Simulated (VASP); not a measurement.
# KCl (Fm-3m) in VASP: a series of runs

Runs on KCl. Level: PBE. Tasks: single point.

All numbers are computed with VASP 6.6.1; they aren't measurements. Logs are shortened: lines on timing, memory, paths and dates and some standing lists are left out, and cuts for length are marked.

**Experimental background.**

From a printed reference work, monograph, for a bulk crystal of KCl: band gap 8.68 eV.

How close the calculation comes is told below.

### Step 1. The cell of the first run

It takes space group Fm-3m (No. 225, cubic). The conventional cell has a = 6.295 Å, b = 6.295 Å, c = 6.295 Å, α = 90.00°, β = 90.00°, γ = 90.00°. Within 4.1 Å of K (site symmetry m-3m) lie 6 Cl at 3.15 Å. Within 4.1 Å of Cl (site symmetry m-3m) lie 6 K at 3.15 Å.

### Step 2. Single point, PBE (volume scaled by 0.960)

The input, INCAR:

```
SYSTEM = KCl
PREC     = Accurate       ! precision mode
ENCUT    = 520            ! plane-wave cutoff, eV
EDIFF    = 1E-7           ! SCF threshold, eV
ISMEAR   = 0              ! smearing method
SIGMA    = 0.05           ! smearing width, eV
LREAL    = .False.        ! projectors in reciprocal space
LASPH    = .True.         ! aspherical terms in the spheres
NELM     = 100            ! most SCF steps
ALGO     = Normal         ! electronic algorithm
ISIF     = 2              ! what is computed and relaxed
LWAVE    = .False.        ! write WAVECAR
LCHARG   = .True.         ! write CHGCAR
GGA      = PE             ! functional
LELF     = .True.         ! ELF
LVHAR    = .True.       
NBANDS   = 15             ! bands
```

The input, KPOINTS:

```
regular mesh
0
Gamma
  10 10 10
  0 0 0
```

The input, POSCAR:

```
KCl
1.0
    0.0000000000      3.1476209971      3.1476209971
    3.1476209971      0.0000000000      3.1476209971
    3.1476209971      3.1476209971      0.0000000000
K Cl
1 1
Direct
    0.0000000000      0.0000000000      0.0000000000
    0.5000000000      0.5000000000      0.5000000000
```

Potentials or basis: VASP PAW PBE potentials, release 64 (K_sv, Cl).

On the command line:

```
$ cat potpaw_PBE.64/K_sv/POTCAR potpaw_PBE.64/Cl/POTCAR > POTCAR
$ mpirun -np 1 vasp_std > vasp.out
```

OUTCAR:

```text
SYSTEM = KCl
   PREC = Accurate
   ENCUT = 520
   EDIFF = 1E-7
   ISMEAR = 0
   LREAL = .False.
   LASPH = .True.
   NELM = 100
   ISIF = 2
   GGA = PE

 ion  position               nearest neighbor table
   1  0.000  0.000  0.000-   2 3.15   2 3.15   2 3.15   2 3.15   2 3.15   2 3.15
   2  0.500  0.500  0.500-   1 3.15   1 3.15   1 3.15   1 3.15   1 3.15   1 3.15

  LATTYP: Found a face centered cubic cell.
 ALAT       =     6.2952419942

  Lattice vectors:

 A1 = (   0.0000000000,   3.1476209971,   3.1476209971)
 A2 = (   3.1476209971,   0.0000000000,   3.1476209971)
 A3 = (   3.1476209971,   3.1476209971,   0.0000000000)

Analysis of symmetry for initial positions (statically):
=====================================================================
 Subroutine PRICEL returns:
 Original cell was already a primitive cell.

 Routine SETGRP: Setting up the symmetry group for a
 face centered cubic supercell.

 Subroutine GETGRP returns: Found 48 space group operations
 (whereof 48 operations were pure point group operations)
 out of a pool of 48 trial point group operations.

The static configuration has the point symmetry O_h .

Analysis of symmetry for dynamics (positions and initial velocities):
=====================================================================
 Subroutine PRICEL returns:
 Original cell was already a primitive cell.

 Routine SETGRP: Setting up the symmetry group for a
 face centered cubic supercell.

 Subroutine GETGRP returns: Found 48 space group operations
 (whereof 48 operations were pure point group operations)
 out of a pool of 48 trial point group operations.

The dynamic configuration has the point symmetry O_h .

 Subroutine INISYM returns: Found 48 space group operations
 (whereof 48 operations are pure point group operations),
 and found     1 'primitive' translations

----------------------------------------------------------------------------------------

                                     Primitive cell

  volume of cell :      62.3702

  direct lattice vectors                    reciprocal lattice vectors
     0.000000000  3.147620997  3.147620997    -0.158850129  0.158850129  0.158850129
     3.147620997  0.000000000  3.147620997     0.158850129 -0.158850129  0.158850129
     3.147620997  3.147620997  0.000000000     0.158850129  0.158850129 -0.158850129

  length of vectors
     4.451408303  4.451408303  4.451408303     0.275136493  0.275136493  0.275136493

  position of ions in fractional coordinates (direct lattice)
     0.000000000  0.000000000  0.000000000
     0.500000000  0.500000000  0.500000000

  ion indices of the primitive-cell ions
   primitive index   ion index
                 1           1
                 2           2

----------------------------------------------------------------------------------------

 KPOINTS: regular mesh

Automatic generation of k-mesh.
 Grid dimensions read from file:
 generate k-points for:   10   10   10

 Generating k-lattice:

  Cartesian coordinates                     Fractional coordinates (reciprocal lattice)
    -0.015885013  0.015885013  0.015885013     0.100000000  0.000000000  0.000000000
     0.015885013 -0.015885013  0.015885013     0.000000000  0.100000000  0.000000000
     0.015885013  0.015885013 -0.015885013     0.000000000  0.000000000  0.100000000

  Length of vectors
     0.027513649  0.027513649  0.027513649

  Shift w.r.t. Gamma in fractional coordinates (k-lattice)
     0.000000000  0.000000000  0.000000000

 Subroutine IBZKPT returns following result:
 ===========================================

 Found     47 irreducible k-points:

 Following reciprocal coordinates:
            Coordinates               Weight
  0.000000  0.000000  0.000000      1.000000
  0.100000  0.000000  0.000000      8.000000
  0.200000  0.000000  0.000000      8.000000
  0.300000  0.000000  0.000000      8.000000
  0.400000  0.000000  0.000000      8.000000
  0.500000  0.000000  0.000000      4.000000
[... 16 lines left out ...]
  0.300000  0.300000  0.000000      6.000000
  0.400000  0.300000  0.000000     24.000000
 [... further k-points ...]
   k-points           NKPTS =     47   k-points in BZ     NKDIM =     47   number of bands    NBANDS=     15
   number of dos      NEDOS =    301   number of ions     NIONS =      2
   total plane-waves  NPLWV =  46656
   dimension x,y,z NGX =    36 NGY =   36 NGZ =   36
   dimension x,y,z NGXF=    72 NGYF=   72 NGZF=   72
   ions per type =               1   1
   NGX,Y,Z   is equivalent  to a cutoff of  13.44, 13.44, 13.44 a.u.
   NGXF,Y,Z  is equivalent  to a cutoff of  26.89, 26.89, 26.89 a.u.
 SYSTEM =  KCl
   PREC   = accura    normal or accurate (medium, high low for compatibility)
   ISTART =      0    job   : 0-new  1-cont  2-samecut
   ICHARG =      2    charge: 1-file 2-atom 10-const
   ISPIN  =      1    spin polarized calculation?
   LNONCOLLINEAR =      F non collinear calculations
   LSORBIT =      F    spin-orbit coupling
   LASPH  =      T    aspherical Exc in radial PAW
   ENCUT  =  520.0 eV  38.22 Ry    6.18 a.u.   8.28  8.28  8.28*2*pi/ulx,y,z
   NELM   =    100;   NELMIN=  2; NELMDL= -5     # of ELM steps
   EDIFF  = 0.1E-06   stopping-criterion for ELM
   LREAL  =      F    real-space projection
   EDIFFG = 0.1E-05   stopping-criterion for IOM
   NSW    =      0    number of steps for IOM
   IBRION =     -1    ionic relax: 0-MD 1-quasi-New 2-CG
   NFREE  =      0    steps in history (QN), initial steepest desc. (CG)
   ISIF   =      2    stress and relaxation
   ISYM   =      2    0-nonsym 1-usesym 2-fastsym
   POTIM  = 0.5000    time-step for ionic-motion
   TEBEG  =    0.0;   TEEND  =   0.0 temperature during run
   PSTRESS=    0.0 pullay stress
   NELECT =      16.0000    total number of electrons
   NUPDOWN=      -1.0000    fix difference up-down
   EMIN   =  10.00;   EMAX   =-10.00  energy-range for DOS
   EFERMI =   0.00;   METHOD = LEGACY
   ISMEAR =     0;   SIGMA  =   0.05  broadening in eV -4-tet -1-fermi 0-gaus
   EFERMI_NEDOS =   21; number of points for ismear=-14 and -15
   IALGO  =     38    algorithm
   IMIX   =      4    mixing-type and parameters
     AMIX     =   0.40;   BMIX     =  1.00
     AMIX_MAG =   1.60;   BMIX_MAG =  1.00
  volume/ion in A,a.u.               =      31.19       210.45
  Fermi-wavevector in a.u.,A,eV,Ry     =   1.040213  1.965718 14.722098  1.082044
  Thomas-Fermi vector in A             =   2.174779
   LORBIT       =      0    0 simple, 1 ext, 2 COOP (PROOUT), +10 PAW based schemes
   GGA     = PE    functional components
   LHFCALC =     F    Hartree Fock is set to
   AEXX    =    0.0000 exact exchange contribution
   IVDW    =     0    specifies the selected vdW correction
   LEPSILON=     F    determine dielectric tensor
   LRPA    =     F    only Hartree local field effects (RPA)
 non-spin polarized calculation
 Gauss-broadening in eV      SIGMA  =   0.05
  energy-cutoff  :      520.00
  volume of cell :       62.37
 maximum number of plane-waves:      1701
 NGX is ok and might be reduce to    36
   NGX = 17   NGY = 17   NGZ = 17

 number of electron      16.0000001 magnetization

 Free energy of the ion-electron system (eV)
  ---------------------------------------------------
  ext. energy  EPLUGINS =         0.00000000
  ---------------------------------------------------
  free energy    TOTEN  =        -6.80423116 eV

  energy without entropy =       -6.80423116  energy(sigma->0) =       -6.80423116

 E-fermi :  -1.5696     XC(G=0):  -7.5346

 val. band max:       -1.8464071960   @ k =   0.0000   0.0000   0.0000
 cond. band min:       3.3367677695   @ k =   0.0000   0.0000   0.0000
 fundamental gap:      5.1831749655
 Fermi energy:        -1.5696479701

 k-point     1 :       0.0000    0.0000    0.0000
  band No.  band energies     occupation
      1     -29.0471      2.00000
      2     -13.9629      2.00000
      3     -12.5079      2.00000
      4     -12.5079      2.00000
      5     -12.5079      2.00000
      6      -1.8464      2.00000
      7      -1.8464      2.00000
      8      -1.8464      2.00000
      9       3.3368      0.00000
     10       6.5337      0.00000
     11       6.5337      0.00000
     12       6.5337      0.00000
     13       7.4096      0.00000
     14       7.4096      0.00000
     15      11.1326      0.00000

 k-point     2 :       0.1000    0.0000    0.0000
  band No.  band energies     occupation
      1     -29.0461      2.00000
      2     -13.9830      2.00000
      3     -12.5088      2.00000
      4     -12.5088      2.00000
      5     -12.4826      2.00000
      6      -1.9721      2.00000
      7      -1.8794      2.00000
      8      -1.8794      2.00000
      9       3.5815      0.00000
     10       6.4512      0.00000
     11       6.6594      0.00000
     12       6.6594      0.00000
     13       7.5463      0.00000
     14       7.5463      0.00000
     15      11.5173      0.00000

 k-point     3 :       0.2000    0.0000    0.0000
  band No.  band energies     occupation
      1     -29.0434      2.00000
      2     -14.0328      2.00000
      3     -12.5111      2.00000
      4     -12.5111      2.00000
      5     -12.4193      2.00000
      6      -2.2677      2.00000
      7      -1.9634      2.00000
      8      -1.9634      2.00000
      9       4.2096      0.00000
     10       6.3317      0.00000
     11       7.0235      0.00000
     12       7.0235      0.00000
     13       7.9358      0.00000
     14       7.9358      0.00000
     15      12.1167      0.00000

 k-point     4 :       0.3000    0.0000    0.0000
  band No.  band energies     occupation
      1     -29.0402      2.00000
      2     -14.0897      2.00000
      3     -12.5140      2.00000
      4     -12.5140      2.00000
      5     -12.3455      2.00000
      6      -2.5854      2.00000
      7      -2.0633      2.00000
      8      -2.0633      2.00000
      9       4.9723      0.00000
     10       6.3622      0.00000
     11       7.5889      0.00000
     12       7.5889      0.00000
     13       8.5102      0.00000
     14       8.5102      0.00000
     15      11.2827      0.00000
[... 307 lines left out ...]
 k-point    22 :      -0.2000    0.2000    0.0000
  band No.  band energies     occupation
      1     -29.0391      2.00000
      2     -14.0702      2.00000
      3     -12.5494      2.00000
      4     -12.5106      2.00000
      5     -12.3528      2.00000
      6      -2.5788      2.00000
      7      -2.1065      2.00000
      8      -2.0680      2.00000
      9       5.2032      0.00000
     10       6.1459      0.00000
     11       7.4733      0.00000
     12       8.1301      0.00000
     13       8.2132      0.00000
     14       9.0237      0.00000
     15      10.6586      0.00000

 k-point    23 :       0.3000    0.3000    0.0000
  band No.  band energies     occupation
      1     -29.0381      2.00000
      2     -13.9886      2.00000
      3     -12.5439      2.00000
      4     -12.5439      2.00000
      5     -12.4640      2.00000
      6      -2.5384      2.00000
      7      -2.0082      2.00000
      8      -2.0082      2.00000
      9       5.1568      0.00000
     10       5.2276      0.00000
     11       8.0040      0.00000
     12       8.5650      0.00000
     13       8.5650      0.00000
     14       8.8216      0.00000
     15      10.3500      0.00000

 k-point    24 :       0.4000    0.3000    0.0000
  band No.  band energies     occupation
      1     -29.0361      2.00000
      2     -13.9695      2.00000
      3     -12.5592      2.00000
      4     -12.5492      2.00000
      5     -12.4885      2.00000
      6      -2.5586      2.00000
      7      -2.0851      2.00000
      8      -2.0504      2.00000
      9       5.0814      0.00000
     10       5.7796      0.00000
     11       8.2597      0.00000
     12       8.6257      0.00000
     13       9.0296      0.00000
     14       9.1119      0.00000
     15       9.7385      0.00000

 [... further k-points ...]

------------------------ aborting loop because EDIFF is reached ----------------------------------------

  FORCE on cell =-STRESS in cart. coord.  units (eV):
  Direction    XX          YY          ZZ          XY          YZ          ZX
  --------------------------------------------------------------------------------------
  -------------------------------------------------------------------------------------
  Total        0.2944970      0.2944970      0.2944970     -0.0000000     -0.0000000      0.0000000
  in kB        7.5650916      7.5650916      7.5650916     -0.0000000     -0.0000000      0.0000000
  external PRESSURE =       7.5650916 kB  Pullay stress =       0.0000000 kB

 VOLUME and BASIS-vectors are now :
 -----------------------------------------------------------------------------
  energy-cutoff  :      520.00
  volume of cell :       62.37
      direct lattice vectors                 reciprocal lattice vectors
     0.000000000  3.147620997  3.147620997    -0.158850129  0.158850129  0.158850129
     3.147620997  0.000000000  3.147620997     0.158850129 -0.158850129  0.158850129
     3.147620997  3.147620997  0.000000000     0.158850129  0.158850129 -0.158850129

 POSITION                                       TOTAL-FORCE (eV/Angst)
 -----------------------------------------------------------------------------------
      0.00000      0.00000      0.00000         0.000000      0.000000     -0.000000
      3.14762      3.14762      3.14762        -0.000000     -0.000000      0.000000
 -----------------------------------------------------------------------------------
    total drift:                                0.000000      0.000000      0.000000

  FREE ENERGIE OF THE ION-ELECTRON SYSTEM (eV)
  ---------------------------------------------------
  free  energy   TOTEN  =        -6.8042311641 eV

  energy  without entropy=       -6.8042311641  energy(sigma->0) =       -6.80423116
```

Run time: 77 s. Hardware: 1 thread of AMD EPYC 9R45 (Zen 5), shared host; peak memory 0.18 GiB.

Results:

- Free energy: -6.8042 eV
- Pressure: 0.8 GPa
- Band gap on the k mesh: 5.18 eV, direct

Levels at points of the mesh, in eV from the valence-band top:
```csv
k point,band 4,band 5,band 6,band 7,band 8,band 9,band 10,band 11,band 12,band 13
"(0.00, 0.00, 0.00)",-10.66,-10.66,0.00,0.00,0.00,5.18,8.38,8.38,8.38,9.26
"(0.50, 0.00, 0.00)",-10.67,-10.42,-1.05,-0.32,-0.32,7.59,8.60,10.52,10.52,11.41
"(0.50, 0.50, 0.00)",-10.72,-10.72,-0.66,-0.22,-0.22,6.53,8.34,10.07,10.24,10.62
```

Caveat: the cell differs from its parent crystal (volume scaled by 0.960).

### Step 3. Single point, PBE

This run uses another cell than the first one, of 31.75 Å³/atom, 1.018 times its volume.

The input, INCAR:

```
SYSTEM = KCl
ALGO = Normal
EDIFF = 1E-7
ENCUT = 520
GGA = PE
ISIF = 2
ISMEAR = 0
LASPH = .True.
LCHARG = .False.
LREAL = .False.
LWAVE = .False.
NBANDS = 15
NELM = 100
PREC = Accurate
SIGMA = 0.05
```

The input, KPOINTS:

```
k-points
0
Gamma
  10 10 10
  0 0 0
```

The input, POSCAR:

```
KCl
1.0
    0.0000000000      3.1665854591      3.1665854591
    3.1665854591      0.0000000000      3.1665854591
    3.1665854591      3.1665854591      0.0000000000
K Cl
1 1
Direct
    0.0000000000      0.0000000000      0.0000000000
    0.5000000000      0.5000000000      0.5000000000
```

Potentials or basis: VASP PAW PBE potentials, release 64 (K_sv, Cl).

On the command line:

```
$ cat potpaw_PBE.64/K_sv/POTCAR potpaw_PBE.64/Cl/POTCAR > POTCAR
$ mpirun -np 1 vasp_std > vasp.out
```

Run time: 79 s. Hardware: 1 thread of AMD EPYC 9R45 (Zen 5), shared host; peak memory 0.18 GiB.

It converged, with:

```
Free energy            : -6.8087 eV
Pressure               : 0.4 GPa
Band gap on the k mesh : 5.12 eV, direct
```

Levels at points of the mesh, in eV from the valence-band top:
```csv
k point,band 5,band 6,band 7,band 8,band 9,band 10,band 11,band 12
"(0.00, 0.00, 0.00)",-10.71,0.00,0.00,0.00,5.12,8.37,8.37,8.37
"(0.50, 0.00, 0.00)",-10.47,-1.02,-0.31,-0.31,7.54,8.53,10.46,10.46
"(0.50, 0.50, 0.00)",-10.76,-0.64,-0.22,-0.22,6.55,8.26,9.96,10.20
```

### Step 4. Against experiment

Step 3. A measured gap of KCl is 8.68 eV (a printed reference work, monograph); the calculated 5.12 eV misses it by -3.56 eV. The value is that of PBE on a finite k mesh, which can miss the band edges, without temperature or zero-point motion. Semilocal functionals fall short of measured gaps as a rule.
